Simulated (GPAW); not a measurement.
## TiB2 in GPAW: convergence with convergence criteria

Crystal: TiB2.

```
CELL_PARAMETERS angstrom
3.02920 0.00000 0.00000
-1.51460 2.62336 0.00000
0.00000 0.00000 3.22840
ATOMIC_POSITIONS crystal
Ti 0.00000 0.00000 0.00000
B 0.66667 0.33333 0.50000
B 0.33333 0.66667 0.50000
```

```yaml
Program: GPAW 26.7.0
Task: convergence study
Functional: RPBE
Potentials_or_basis: the program's PAW data sets (release 1.2.1) made for this functional
Cutoff: 800 eV
Basis: pw
k_mesh: 8 × 8 × 6
Occupations: fermi-dirac, width 0.05 eV
Spin: no spin polarisation
```

These are the settings of the first run; the series varies convergence criteria, with any setting tied to it.

Hardware: 1 thread of Arm Neoverse N1, with other jobs on the host.

| convergence criteria | energy less the tightest run, at zero smearing (meV/atom) | SCF cycles | CPU time (s) | peak memory (GiB) |
| --- | --- | --- | --- | --- |
| density=0.001 energy=0.01 eigenstates=0.0001 | 0.00 | 7 | 25 | 0.17 |
| default | 0.00 | 9 | 31 | 0.17 |
| density=1e-05 energy=1e-05 | 0.00 | 10 | 32 | 0.17 |
| density=1e-05 forces=0.0001 | 0.00 | 11 | 33 | 0.17 |
| density=1e-06 energy=1e-06 eigenstates=1e-10 | 0.00 | 11 | 35 | 0.17 |

Against the tightest run, the energy stays within 1 meV/atom from density=0.001 energy=0.01 eigenstates=0.0001 on. The tightest run that finished is the yardstick and may itself not be fully converged.
